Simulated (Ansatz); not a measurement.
Input of an Ansatz 0.2.0 run:

The input input.yaml:

```yaml
crystal:
  lattice:
    - [1.6022198417, 0.9250420569, 2.5664708903]
    - [-1.6022198417, 0.9250420569, 2.5664708903]
    - [0.0, -1.8500841138, 2.5664708903]
  atoms:
    - { symbol: Co, position: [0.99897832, 0.99897832, 0.99897832], spin: 2.0 }
    - { symbol: O, position: [0.75102103, 0.75102103, 0.75102103] }
kpoints:
  mp_grid: { grid: [7, 7, 7] }
scf:
  occupations: { method: fermi_dirac, width: 0.05 }
hamiltonian:
  xc: pbesol
  dispersion: d3bj
  pseudopotentials: { kind: all_electron, lapw: { basis_error: 0.001 } }
magnetization:
  spin_polarized: true
output:
  forces: true
  stress: true
relax:
  f_tol: 0.005
  max_steps: 60
  cell: {}
```

Potentials or basis: all-electron LAPW, scalar-relativistic.

The run is started by

```sh
$ ansatz run input.yaml --threads 2 --pin off --max-ram 6144MiB --backend cpu --events-out ev --progress --plain --runs-dir out
```

**Question.** Predict the absolute moment.

**Answer.** 1.97 μB per cell.

**Question.** What does it give for the relaxed volume?

**Answer.** 10.18 Å³/atom.

Final structure:
```
Co O
1.0
     1.53250    0.88479    2.50249
    -1.53250    0.88479    2.50249
     0.00000   -1.76958    2.50249
Co O
1 1
Direct
  0.00000 0.00000 0.00000
  0.75000 0.75000 0.75000
```

Caveat: a cell with one magnetic atom can't hold antiferromagnetic order, which such compounds often take.
